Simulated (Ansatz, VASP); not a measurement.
This is a calculation of Ag (Silver) for Ansatz 0.2.0. 

Contents of input.yaml:

```yaml
crystal:
  lattice:
    - [0.0, 2.04275, 2.04275]
    - [2.04275, 0.0, 2.04275]
    - [2.04275, 2.04275, 0.0]
  atoms:
    - { symbol: Ag, position: [0.0, 0.0, 0.0] }
hamiltonian:
  xc: blyp
  pseudopotentials: { kind: paw }
  dispersion: d4
kpoints:
  mp_grid: { grid: [11, 11, 11] }
scf:
  occupations: { method: fermi_dirac, width: 0.05 }
output:
  forces: true
  stress: true
relax:
  f_tol: 0.01
  max_steps: 40
  cell: { stress_tol: 0.05 }
```

Potentials or basis: Ansatz PAW.

Run with:

```bash
$ ansatz run input.yaml --threads 2 --pin off --max-ram 5632MiB --backend cpu --events-out ev --progress --plain --runs-dir out
```

Question: Set up the same calculation for VASP 6.6.1. Potentials or basis there: PBE PAW files Ag, 600 eV.

Answer: As run (cutoffs and basis follow the program's own potentials, and thresholds, step limits or extra output files can differ):

INCAR

```
SYSTEM = Ag
PREC = Accurate
ENCUT = 600
EDIFF = 1E-7
ISMEAR = -1
SIGMA = 0.05
LREAL = .FALSE.
LASPH = .TRUE.
NELM = 100
ALGO = Normal
ISIF = 3
LWAVE = .FALSE.
LCHARG = .FALSE.
GGA = B5
ALDAX = 1.0
AGGAX = 1.0
AGGAC = 1.0
ALDAC = 0.0
IVDW = 13
VDW_S6 = 1.0
VDW_S8 = 2.34076671
VDW_A1 = 0.44488865
VDW_A2 = 4.0933009
IBRION = 2
NSW = 60
EDIFFG = -0.01
```

File KPOINTS:

```
regular mesh
0
G
  11 11 11
  0 0 0
```

File POSCAR:

```
Ag
1.0
    0.0000000000      2.0427500000      2.0427500000
    2.0427500000      0.0000000000      2.0427500000
    2.0427500000      2.0427500000      0.0000000000
Ag
1
Direct
    0.0000000000      0.0000000000      0.0000000000
```

Potentials or basis: VASP PAW PBE potentials, release 64 (Ag).

The run is started by

```sh
$ cat potpaw_PBE.64/Ag/POTCAR > POTCAR
$ mpirun -np 1 vasp_std > vasp.out
```

Both were run:

|  | Ansatz | VASP |
| --- | --- | --- |
| Relaxed volume | 17.37 Å³/atom | 17.40 Å³/atom |
| Relaxed cell | a = 2.907 Å, b = 2.907 Å, c = 2.907 Å, α = 60.00°, β = 60.00°, γ = 60.00° | a = 2.908 Å, b = 2.908 Å, c = 2.908 Å, α = 60.00°, β = 60.00°, γ = 60.00° |
| Space group after relaxing | Fm-3m (No. 225) | Fm-3m (No. 225) |
| Pressure after relaxing | 0.0 GPa | 0.0 GPa |

Ansatz's pressure holds a Pulay term of +0.06 GPa for its cutoff of 420 eV, which the other run lacks.

The potentials hold 19 and 11 valence electrons a cell.

Ansatz's potentials were made for PBE. VASP's potentials were made for PBE.

Where Ansatz's input types no cutoff or centring, it takes its own default and a Γ-centred mesh.

Pressure is positive in compression.
